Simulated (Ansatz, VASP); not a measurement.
# CdSe: VASP beside Ansatz

Wanted: the spread between two codes on one cell, functional and k mesh. The structure shown is the end of the Ansatz relaxation below.

Calculated with Ansatz 0.2.0; plane waves, with VASP 6.6.1 beside it; single point at PBEsol.

## (1) Set-up

The structure is hexagonal, space group P6_3mc (No. 186). Conventional cell: a = 4.289 Å, b = 4.289 Å, c = 7.092 Å, α = 90.00°, β = 90.00°, γ = 120.00°. Cd has 4 Se at 2.63 to 2.65 Å nearest. Se has 4 Cd at 2.63 to 2.65 Å nearest. Farther neighbours and most contacts between anions are not listed.

## (2) Ansatz: relaxation, PBEsol

Ansatz runs on its PAW soft_1 files.

This run makes the geometry at which the two programs are then compared.

The input, input.yaml:

```yaml
crystal:
  lattice:
    - [4.29124101, 0.0, 0.0]
    - [-2.145620505, 3.7163237284, 0.0]
    - [0.0, 0.0, 7.09173217]
  atoms:
    - { symbol: Cd, position: [0.3333333, 0.6666667, 0.0001281] }
    - { symbol: Cd, position: [0.6666667, 0.3333333, 0.5001281] }
    - { symbol: Se, position: [0.6666667, 0.3333333, 0.1244482] }
    - { symbol: Se, position: [0.3333333, 0.6666667, 0.6244482] }
kpoints:
  mp_grid: { grid: [8, 8, 4] }
scf:
  occupations: { method: fermi_dirac, width: 0.02 }
hamiltonian:
  xc: pbesol
  pseudopotentials: { kind: paw, azcp: { folder: soft_1 }, xc_functional: pbe }
basis:
  ecutwfc: 600
output:
  forces: true
  stress: true
relax:
  f_tol: 0.005
  max_steps: 70
  cell: { stress_tol: 0.02, p_target: 0, fix: [c, alpha, beta, gamma] }
```

On the command line:

```
ansatz run input.yaml --threads 4 --pin off --max-ram 10240MiB --backend cpu --events-out ev --progress --plain --runs-dir out
```

Numbers of over 12 decimals in the logs are rounded to 6 here.

Output:

```text
Warning: crystal.symmetry: narrowed to the stabiliser of the fixed cell quantities (relax.cell.fix) — unitary ops 12 → 4. The narrowing is safe, since a smaller group never makes results wrong: the run goes on under it, on as many k-points as the starting group would need, or more. Excluded: 8 operations that would move a fixed cell quantity at a test strain (relax.cell.fix fixes c, alpha, beta, gamma). The cell can leave their symmetry as it relaxes.
Engine: ansatz 0.2.0, aarch64-unknown-linux-gnu
Pseudopotentials: kind: paw
Pseudopotential: Cd, paw, valence charge 20, recommended cutoff 420 eV (normal), soft_1/Cd.paw.azcp
Pseudopotential: Se, paw, valence charge 16, recommended cutoff 420 eV (normal), soft_1/Se.paw.azcp
Functional definition: PBEsol
  exchange = pbesol_x
  correlation = pbesol_c
Crystal: 4 atoms, lattice volume = 113.096 Å³
Basis set: ecut = 600 eV, 3803 PW (Γ), exchange–correlation on 72×72×120 points (8 copies of the dense FFT grid, shifted against one another)
Bands: 44, of which v1, the nominal top of the filled ones, is band 36 counted from 1 (35 counted from 0)
Symmetry: 4 space group operations
k-points: 63 of 256 (time reversal used)
Non-local potential: Cd, projectors of the file, l = 0: 3, l = 1: 2, l = 2: 2, l = 3: 1
Non-local potential: Se, projectors of the file, l = 0: 2, l = 1: 2, l = 2: 3, l = 3: 1
PAW form: soft (Blöchl's): semilocal exchange-correlation on the pseudo side does not see the compensation charge
PAW frozen core: Cd, regenerated for the run's functional, and the local potential with it (the file was generated under x = pbe(κ = 0.804, μ = 0.219515), c = pbe(β = 0.066725))
PAW frozen core: Se, regenerated for the run's functional, and the local potential with it (the file was generated under x = pbe(κ = 0.804, μ = 0.219515), c = pbe(β = 0.066725))
PAW one-centre angular grid: Cd, 590 points (default); XC on 64 Gauss nodes
PAW one-centre angular grid: Se, 590 points (default); XC on 64 Gauss nodes
Initial density: superposition of atomic densities (chi_scale 0.1, normalization cell, long waves kept (reshape's long-wave potential 0.00 eV rms))
Initial wavefunctions: pseudopotential atomic-orbital guess
Functional: x = pbesol(κ = 0.804, μ = 0.123457), c = pbesol(β = 0.046)
SCF iter   1: F=—  HF=-27220.043974 eV  |F-HF|=—  |Δ(HF+E_count)|=         —  Δρ=4.90e-2  dr2=2.78e0  ethr=3.10e-3  ⟨swp⟩=6.4  Hψ=10242  notcnv=0
preconditioner: auto → Resta (q_TF=auto, 2.530 Å⁻¹)  ε∞=3.7  [insulator: Δε(μ)=0.209 eV  Ē_g=12.741 eV  σ=0.020 eV  W_gap=0.99  n_scr=34 (ndim 8)  ℏωp=21.0 eV  f_vac=0.165  D(μ)=0.01/eV (n_scr^D=0)  ε∞_Penn≈3.7]
SCF iter   2: F=—  HF=-27219.080928 eV  |F-HF|=—  |Δ(HF+E_count)|=   9.63e-1  Δρ=1.82e-2  dr2=2.78e-1  ethr=3.10e-3  ⟨swp⟩=2.9  Hψ=4785  notcnv=0  defer=193
SCF iter   3: F=—  HF=-27218.976187 eV  |F-HF|=—  |Δ(HF+E_count)|=   1.05e-1  Δρ=7.79e-3  dr2=4.56e-2  ethr=3.86e-4  ⟨swp⟩=3.1  Hψ=5144  notcnv=0  defer=191
SCF iter   4: F=—  HF=-27218.965209 eV  |F-HF|=—  |Δ(HF+E_count)|=   1.10e-2  Δρ=1.12e-3  dr2=2.98e-3  ethr=6.34e-5  ⟨swp⟩=2.5  Hψ=4943  notcnv=0  defer=191
SCF iter   5: F=—  HF=-27218.965565 eV  |F-HF|=—  |Δ(HF+E_count)|=   3.55e-4  Δρ=5.51e-4  dr2=4.09e-4  ethr=4.14e-6  ⟨swp⟩=2.0  Hψ=4658  notcnv=0  defer=191
SCF iter   6: F=—  HF=-27218.965736 eV  |F-HF|=—  |Δ(HF+E_count)|=   1.71e-4  Δρ=2.23e-4  dr2=9.11e-5  ethr=5.68e-7  ⟨swp⟩=2.0  Hψ=4397  notcnv=0  defer=191
SCF iter   7: F=—  HF=-27218.965829 eV  |F-HF|=—  |Δ(HF+E_count)|=   9.35e-5  Δρ=4.38e-5  dr2=3.20e-6  ethr=1.27e-7  ⟨swp⟩=2.0  Hψ=3765  notcnv=0  defer=191
SCF iter   8: F=—  HF=-27218.965838 eV  |F-HF|=—  |Δ(HF+E_count)|=   8.74e-6  Δρ=9.40e-6  dr2=1.27e-7  ethr=4.44e-9  ⟨swp⟩=2.0  Hψ=4345  notcnv=0  defer=191
SCF iter   9: F=-27218.965838 eV  HF=-27218.965838 eV  |F-HF|=1.12e-8  |Δ(HF+E_count)|=   3.81e-7  Δρ=1.72e-6  dr2=5.42e-9  ethr=1.39e-10  ⟨swp⟩=4.5  Hψ=8678  notcnv=0
SCF 1 converged in 9 iterations: F = -27218.965838 eV  dr2 = 5.42e-9
  greatest PAW one-centre occupation: 1.000 electrons in one spin orbital (limit 2), on the Cd atom at site 1 (counted from 0), in its partial waves of l = 0
relax step   1: F+E_penalty+E_count = -27218.96583812 eV  Δ(F+E_penalty+E_count) = +0.000e0 eV  max|allowed force component| = 8.088e-2 eV/Å  Δτ_max = 0.0000 Å  P = -0.243 GPa  Ω = 113.096 Å³  fix = [c, alpha, beta, gamma]  reactions: c -0.962 GPa; gamma -0.000 GPa/rad  (9 SCF iters, dr2 threshold 1.00e-7 eV, accepted)
[...]
relax step   2: F+E_penalty+E_count = -27218.96739126 eV  Δ(F+E_penalty+E_count) = -1.553e-3 eV  max|allowed force component| = 4.339e-3 eV/Å  Δτ_max = 0.0092 Å  P = -0.211 GPa  Ω = 112.974 Å³  energy of the carried Pulay correction = +2.471e-6 eV  fix = [c, alpha, beta, gamma]  reactions: c -0.621 GPa; gamma -0.000 GPa/rad  (5 SCF iters, dr2 threshold 4.00e-7 eV, accepted)
[...]
relax step   3: F+E_penalty+E_count = -27218.96738901 eV  Δ(F+E_penalty+E_count) = +2.247e-6 eV  max|allowed force component| = 4.261e-3 eV/Å  Δτ_max = 0.0000 Å  P = -0.211 GPa  Ω = 112.974 Å³  fix = [c, alpha, beta, gamma]  reactions: c -0.621 GPa; gamma -0.000 GPa/rad  stress off target by 6.12e-3 GPa on what of the cell is left free  SCF on the basis re-selected at this cell (its energy is not comparable with the rows above)  (7 SCF iters)
basis re-selected at this cell: Δ(F+E_penalty+E_count) = +2.247e-6 eV, ΔP = -0.000 GPa vs the last step (what re-selecting the basis moved, of the pressure what is left beyond the Pulay correction that the steps carried, after the strain that the cell walked since its last selection, with what the two solves' SCF thresholds leave and, on support functions, any second-order correction that the steps lacked; it is no m [...]
SCF converged after 7 iterations
Free energy (F): -27218.967389 eV
Harris-Foulkes:  -27218.967389 eV  (|F-HF|=0.00e0)
Internal energy: -27218.967389 eV  (E = F + TS)
E sigma→0 (E₀):  -27218.967389 eV
Entropy (-TS):   -0.000000 eV (-0.000 meV/atom)
Fermi energy:    7.385602 eV
--- Per-component energies (eV) ---
  E_band       = -1806.176658
  E_kinetic    = 1102.722792
  E_local      = -13293.694192  (includes V_loc(G=0)·N_el)
  E_nonlocal   = -459.033569
  E_hartree    = 6453.910253
  E_xc         = -479.761625
  E_vxc        = -571.542298  (∫ρ·V_xc dr)
  E_paw        = -12232.305590  (= ΣΔE_a)
  E_vpaw       = -1492.449760  (= ΣTr[D̂ρ^β])
  E_aug_tail   = -0.000152  (compensation charges beyond the density's cutoff)
  E_ewald      = -8313.506130
  E_core_change = 2.700825  (= ΣΔE_core)
  E_smearing   = -0.000000  (= −TS)
  E_closure    = 0.000000  (closes the sum)
  Σ components = -27218.967389   (vs F -27218.967389, Δ=0.00e0)
--- Forces (eV/Å), atoms counted from 1 ---
  atom   1  Cd    -0.00000001     0.00000000    -0.00426065
  atom   2  Cd     0.00000001    -0.00000000    -0.00426065
  atom   3  Se    -0.00000001     0.00000001     0.00426090
  atom   4  Se     0.00000001    -0.00000001     0.00426090
  max |Σ_I F_I| component: 5.11e-7 eV/Å
--- Stress (GPa, compression-positive) ---
       -0.006121       0.000000       0.000000
        0.000000      -0.006121       0.000000
        0.000000       0.000000      -0.620755
  P = ⅓ Tr σ = -0.2110 GPa (-2.110 kbar)
--- Relaxed structure (2 steps of the walk, 2 accepted, 1 SCFs on fresh bases) ---
  F+E_penalty+E_count = -27218.96738901 eV   max|allowed force component| = 4.261e-3 eV/Å   (the final SCF, on the basis selected at the relaxed cell)
  cell:  # Å, volume = 112.9740 Å³
    - [4.288918, 0, 0]
    - [-2.144459, 3.714312, 0]
    - [0, 0, 7.09173217]
  atoms:
    - { symbol: Cd, position: [0.333333, 0.666667, -0.00117475] }
    - { symbol: Cd, position: [0.666667, 0.333333, 0.498825] }
    - { symbol: Se, position: [0.666667, 0.333333, 0.125751] }
    - { symbol: Se, position: [0.333333, 0.666667, 0.625751] }
```

Reading the cycles: dr2 is the Hartree energy of the density residual (eV), the measure of convergence; HF is the Harris–Foulkes estimate of the energy, which meets the free energy F at convergence.

## (3) VASP: single point, PBEsol, pair 1

The same cell, functional, mesh and smearing now go to VASP, with its own data sets.

Lines of VASP's logs that name or quote its potential files are left out, and so is its time.

The input, INCAR:

```
SYSTEM = CdSe
PREC = Accurate
ENCUT = 500
EDIFF = 1E-06
NELM = 120
ISMEAR = -1
SIGMA = 0.02
LREAL = .FALSE.
ALGO = Normal
GGA = PS
NBANDS = 24
LORBIT = 11
LWAVE = .FALSE.
LCHARG = .FALSE.
ISIF = 2
LASPH = .TRUE.
GGA_COMPAT = .FALSE.
EFERMI = MIDGAP
KPAR = 2
```

The input, POSCAR:

```
CdSe
1.0
    4.2889178637      0.0000000000      0.0000000000
   -2.1444589318      3.7143118247      0.0000000000
    0.0000000000      0.0000000000      7.0917321700
Cd Se
2 2
Direct
    0.3333333223      0.6666666557      0.9988252483
    0.6666666557      0.3333333223      0.4988252483
    0.6666666557      0.3333333223      0.1257510517
    0.3333333223      0.6666666557      0.6257510517
```

The input, KPOINTS:

```
Automatic mesh
0
Gamma
8 8 4
0 0 0
```

The projector-augmented-wave data sets are Cd and Se (PBE family, release 64).

On the command line:

```
mpirun -np 2 vasp_std
```

Output:

```text
[banner, memory and clock lines left out]
running    2 mpi-ranks, on    1 nodes
 distrk:  each k-point on    1 cores,    2 groups
 distr:  one band on    1 cores,    1 groups

 POSCAR found type information on POSCAR CdSe
 POSCAR found :  2 types and       4 ions
|                                                                             |
|               ----> ADVICE to this user running VASP <----                  |
|                                                                             |
|     You enforced a specific xc type in the INCAR file but a different       |
|     [... a line on the potential file left out ...]
|     I HOPE YOU KNOW WHAT YOU ARE DOING!                                     |
|                                                                             |

 LDA part: xc-table for (Slater+PW92), standard interpolation
 POSCAR, INCAR and KPOINTS ok, starting setup
 FFT: planning ... GRIDC
 FFT: planning ... GRID_SOFT
 FFT: planning ... GRID
 WAVECAR not read
 entering main loop
       N       E                     dE             d eps       ncg     rms          rms(c)
DAV:   1     0.232137108403E+03    0.23214E+03   -0.16821E+04  1440   0.131E+03
DAV:   2    -0.140868705677E+01   -0.23355E+03   -0.22703E+03  1640   0.320E+02
DAV:   3    -0.130254765361E+02   -0.11617E+02   -0.11572E+02  1744   0.724E+01
DAV:   4    -0.131101289243E+02   -0.84652E-01   -0.84631E-01  1680   0.602E+00
DAV:   5    -0.131107693532E+02   -0.64043E-03   -0.64038E-03  1784   0.473E-01    0.835E+00
DAV:   6    -0.123903019924E+02    0.72047E+00   -0.15345E+00  1880   0.130E+01    0.667E+00
DAV:   7    -0.123543461384E+02    0.35956E-01   -0.51548E-01  1672   0.389E+00    0.282E+00
DAV:   8    -0.123504952221E+02    0.38509E-02   -0.58039E-02  1584   0.261E+00    0.349E-01
DAV:   9    -0.123498396465E+02    0.65558E-03   -0.83148E-03  1728   0.113E+00    0.105E-01
DAV:  10    -0.123498737165E+02   -0.34070E-04   -0.78231E-04  1584   0.309E-01    0.623E-02
DAV:  11    -0.123499387433E+02   -0.65027E-04   -0.19301E-04  1600   0.999E-02    0.253E-02
DAV:  12    -0.123499209074E+02    0.17836E-04   -0.81847E-05  1768   0.975E-02    0.832E-03
DAV:  13    -0.123499239312E+02   -0.30238E-05   -0.15077E-05  1608   0.187E-02    0.926E-03
DAV:  14    -0.123499227010E+02    0.12302E-05   -0.35337E-06  1480   0.144E-02    0.372E-03
DAV:  15    -0.123499227788E+02   -0.77708E-07   -0.35052E-07   800   0.357E-03
   1 F= -.12349923E+02 E0= -.12349923E+02  d E =-.192423E-07
```

OUTCAR, selected parts (step 3):

```text
ion  position               nearest neighbor table
   1  0.333  0.667  0.999-   3 2.63   3 2.63   3 2.63   4 2.65
   2  0.667  0.333  0.499-   4 2.63   4 2.63   4 2.63   3 2.65
   3  0.667  0.333  0.126-   1 2.63   1 2.63   1 2.63   2 2.65
   4  0.333  0.667  0.626-   2 2.63   2 2.63   2 2.63   1 2.65

  LATTYP: Found a hexagonal cell.
 ALAT       =     4.2889178637
 C/A-ratio  =     1.6535015114

 Subroutine GETGRP returns: Found 12 space group operations
 (whereof  6 operations were pure point group operations)

The static configuration has the point symmetry C_3v.
 The point group associated with its full space group is C_6v.

 Found     30 irreducible k-points:

   k-points           NKPTS =     30   k-points in BZ     NKDIM =     30   number of bands    NBANDS=     24

   dimension x,y,z NGX =    32 NGY =   32 NGZ =   54
   dimension x,y,z NGXF=    64 NGYF=   64 NGZF=  108

   ENCUT  =  500.0 eV  36.75 Ry    6.06 a.u.   7.82  7.82 12.93*2*pi/ulx,y,z

   NELECT =      36.0000    total number of electrons

 k-points in reciprocal lattice and weights: Automatic mesh
   0.00000000  0.00000000  0.00000000       0.004
   0.12500000  0.00000000  0.00000000       0.023
   0.25000000  0.00000000  0.00000000       0.023
   0.37500000  0.00000000  0.00000000       0.023
   0.50000000  0.00000000  0.00000000       0.012
   0.12500000  0.12500000  0.00000000       0.023
   0.25000000  0.12500000  0.00000000       0.047
   0.37500000  0.12500000  0.00000000       0.047
   0.25000000  0.25000000  0.00000000       0.023
[...]
0.25000000  0.25000000  0.50000000       0.023
   0.37500000  0.25000000  0.50000000       0.023

 average (electrostatic) potential at core
       1 -39.9130       2 -39.9130       3 -56.4492       4 -56.4492

 E-fermi :   1.0640

 k-point     1 :       0.0000    0.0000    0.0000
  band No.  band energies     occupation
    ...
     14       0.0516      2.00000
     15       0.0516      2.00000
     16       0.6973      2.00000
     17       0.8036      2.00000
     18       0.8036      2.00000
     19       1.3103      0.00001
     20       2.9711      0.00000
     21       6.6179      0.00000
     22       6.6179      0.00000
     23       6.7342      0.00000
    ...

 k-point     2 :       0.1250    0.0000    0.0000
  band No.  band energies     occupation
    ...
     14      -0.6379      2.00000
     15      -0.2498      2.00000
     16      -0.1431      2.00000
     17       0.5895      2.00000
     18       0.6893      2.00000
     19       2.3067      0.00000
     20       3.6330      0.00000
     21       6.1304      0.00000
     22       6.8407      0.00000
     23       6.9403      0.00000
    ...

 k-point     3 :       0.2500    0.0000    0.0000
  band No.  band energies     occupation
    ...
     14      -1.7484      2.00000
     15      -1.3743      2.00000
     16      -0.5534      2.00000
     17       0.2390      2.00000
     18       0.4126      2.00000
     19       3.2551      0.00000
     20       4.2464      0.00000
     21       5.8267      0.00000
     22       6.5678      0.00000
     23       7.1623      0.00000
    ...

  Total        0.2273010      0.2273010     -0.2075874      0.0000000      0.0000000      0.0000000
  in kB        3.2235427      3.2235427     -2.9439685      0.0000000      0.0000000      0.0000000
  external PRESSURE =       1.1677056 kB  Pullay stress =       0.0000000 kB

  energy-cutoff  :      500.00
  volume of cell :      112.97
      direct lattice vectors                 reciprocal lattice vectors
     4.288917864  0.000000000  0.000000000     0.233159047  0.134614438  0.000000000
    -2.144458932  3.714311825  0.000000000     0.000000000  0.269228877  0.000000000
     0.000000000  0.000000000  7.091732170     0.000000000  0.000000000  0.141009273

 POSITION                                       TOTAL-FORCE (eV/Angst)
 -----------------------------------------------------------------------------------
     -0.00000      2.47621      7.08340         0.000000      0.000000     -0.006272
      2.14446      1.23810      3.53754        -0.000000      0.000000     -0.006272
      2.14446      1.23810      0.89179        -0.000000     -0.000000      0.006272
     -0.00000      2.47621      4.43766        -0.000000     -0.000000      0.006272
 -----------------------------------------------------------------------------------
    total drift:                                0.000034      0.000059      0.000390

  FREE ENERGIE OF THE ION-ELECTRON SYSTEM (eV)
  ---------------------------------------------------
  free  energy   TOTEN  =       -12.3499227788 eV

  energy  without entropy=      -12.3499227595  energy(sigma->0) =      -12.34992277

 total charge
# of ion       s       p       d       tot
------------------------------------------
    1        0.447   0.315   9.550  10.312
    2        0.447   0.315   9.550  10.312
    3        1.445   2.376   0.022   3.844
    4        1.445   2.376   0.022   3.844
--------------------------------------------------
tot          3.784   5.383  19.145  28.313

[... 3 further parts left out ...]
```

The run ends at a pressure of 0.12 GPa, with forces up to 0.0063 eV/Å.

## (4) Comparison

Known differences besides the potentials themselves: the data sets hold 72 valence electrons in Ansatz (on its PAW soft_1 files) and 36 in VASP; the cutoff is 600 eV in Ansatz and 500 eV in VASP; Ansatz makes its cores anew for this functional, VASP keeps those of its PBE data sets; Ansatz's pressure holds a Pulay correction, VASP's none. Total energies have different zeros and are not compared.

Both answers:

```tsv
quantity	Ansatz	VASP	difference
pressure (GPa)	-0.21	0.12	-0.33
gap on the k mesh (eV)	0.505	0.507	-0.002
```

At this near-relaxed geometry the largest component of a force difference is 2 meV/Å. A gap on the mesh is an upper bound, since the band edges may lie between its points.

## (5) Ansatz: relaxation, PBEsol

This run makes the geometry at which the two programs are then compared. The cell compared in this pair holds 111.73 Å³, against 112.97 Å³ for the pair before.

The structure compared here is the end of the Ansatz relaxation.

input.yaml, as its differences from that of step 2:

```diff
@@ -2,5 +2,5 @@
   lattice:
-    - [4.29124101, 0.0, 0.0]
-    - [-2.145620505, 3.7163237284, 0.0]
-    - [0.0, 0.0, 7.09173217]
+    - [4.32350598, 0.0, 0.0]
+    - [-2.16175299, 3.7442660121, 0.0]
+    - [0.0, 0.0, 6.88108666]
   atoms:
```

On the command line:

```
ansatz run input.yaml --threads 4 --pin off --max-ram 10240MiB --backend cpu --events-out ev --progress --plain --runs-dir out
```

Output:

```text
[...]
Crystal: 4 atoms, lattice volume = 111.393 Å³
Basis set: ecut = 600 eV, 3705 PW (Γ), exchange–correlation on 72×72×120 points (8 copies of the dense FFT grid, shifted against one another)
Bands: 44, of which v1, the nominal top of the filled ones, is band 36 counted from 1 (35 counted from 0)
Symmetry: 4 space group operations
k-points: 63 of 256 (time reversal used)
[...]
--- Relaxed structure (3 steps of the walk, 3 accepted, 1 SCFs on fresh bases) ---
[...]
cell:  # Å, volume = 111.7301 Å³
    - [4.330035, -2.4703501786655287e-19, 0]
    - [-2.165017, 3.749920, 0]
    - [0, 0, 6.88108666]
  atoms:
    - { symbol: Cd, position: [0.333333, 0.666667, 0.00315999] }
    - { symbol: Cd, position: [0.666667, 0.333333, 0.503160] }
    - { symbol: Se, position: [0.666667, 0.333333, 0.121416] }
    - { symbol: Se, position: [0.333333, 0.666667, 0.621416] }
[key lines of the parts left out:]
SCF converged after 6 iterations
Free energy (F): -27218.961440 eV
Fermi energy:    7.551499 eV
P = ⅓ Tr σ = 0.3707 GPa (3.707 kbar)
```

[end of part 1 of 2]

[Lines on the potential files, build, host, timing and source positions are cut from VASP's logs without a mark.]

[Logs are printed without paths, hosts, clocks, repeated set-up lines and the standing remarks that a program may print on its own settings, such as how far it seeks lower states.]

[Hosts, paths, dates, database ids (printed as entryN), source tags and the programs' standing remarks are cut or masked in the printed files.]
